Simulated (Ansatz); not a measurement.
The system is Bi.

```xyz
2
Lattice="3.2384 0.0000 0.0000 0.0000 3.2216 0.0000 -0.0805 0.0000 6.4439" Properties=species:S:1:pos:R:3 pbc="T T T"
Bi    1.7022    0.0000    4.8302
Bi    1.4558    0.0000    1.6137
```

This isn't the form of Bi at room conditions, which is rhombohedral.

Base run:

- Program: Ansatz 0.2.0
- Functional: PBEsol
- Potentials or basis: all-electron LAPW, non-relativistic
- Cutoff: 188 eV
- Density cutoff: 751 eV
- Basis error allowed: 0.001 eV/atom
- k mesh: 8 × 8 × 4
- Occupations: fermi-dirac, width 0.05 eV
- Spin: no spin polarisation

Its results: pressure 1.6 GPa; largest force 0.064 eV/Å.

Task: The run is repeated on the same cell with these changes: potentials or basis from all-electron LAPW, non-relativistic to all-electron LAPW, inner shells corrected to Dirac's equation. What comes out?

Result: Pressure -0.4 GPa; largest force 0.013 eV/Å.

Caveats: relativity is left out, which matters for the heavier elements (some runs).

Not every run made on this cell is shown here.
